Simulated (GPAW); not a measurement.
Crystal: CdO.

```
Cd O
1.0
     0.00000    2.10550    2.10550
     2.10550    0.00000    2.10550
     2.10550    2.10550    0.00000
Cd O
1 1
Direct
  0.00000 0.00000 0.00000
  0.50000 0.50000 0.50000
```

The cell was built by a generator and isn't the measured one.

Base run:

- Program: GPAW 26.7.0
- Functional: r2SCAN
- Potentials or basis: GPAW PAW data sets (gpaw-data 1.2.1)
- Cutoff: 600 eV
- Basis: pw
- k mesh: 8 × 8 × 8
- Occupations: fermi-dirac, width 0.05 eV
- Spin: no spin polarisation

Its results: band gap on the k mesh 0.79 eV, indirect (least direct gap 4.19 eV).

**Question.** The run is repeated on the same cell with these changes: functional from r2SCAN to TB-mBJ; potentials or basis from GPAW PAW data sets (gpaw-data 1.2.1) to GPAW PAW data sets for LDA (gpaw-data 1.2.1). What comes out?

**Answer.** Band gap on the k mesh 2.04 eV, indirect (least direct gap 5.12 eV).

Caveats: a model potential gives levels but no total energy (some runs).
